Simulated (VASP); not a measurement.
InAs, 2 atoms in the cell. It takes space group F-43m (No. 216, cubic). The conventional cell has a = 6.036 Å, b = 6.036 Å, c = 6.036 Å, α = 90.00°, β = 90.00°, γ = 90.00°. In (site symmetry -43m) has 4 As at 2.61 Å as nearest neighbours. As (site symmetry -43m) is surrounded by 4 In at 2.61 Å. 

- Program: VASP 6.6.1
- Task: single point
- Functional: PBE
- Potentials or basis: VASP PAW PBE potentials, release 64 (In_d, As)
- Cutoff: 520 eV
- k mesh: 8 × 8 × 8
- Occupations: gaussian, width 0.02 eV
- Spin: no spin polarisation
- Further INCAR settings: ALGO = Normal; EDIFF = 1e-07

Potentials or basis: VASP PAW PBE potentials, release 64 (In_d, As).

Command:

```bash
$ cat potpaw_PBE.64/In_d/POTCAR potpaw_PBE.64/As/POTCAR > POTCAR
$ mpirun -np 1 vasp_std > vasp.out
```

Hardware: 1 thread of Intel(R) Xeon(R) Platinum 8488C (Sapphire Rapids) (shared host).

Problem. Estimate the wall time of this run.

Solution. It took 14 s on 1 thread of Intel(R) Xeon(R) Platinum 8488C (Sapphire Rapids), on a shared host, peak memory 0.18 GiB. Counts: scf iterations 16, k points 29.
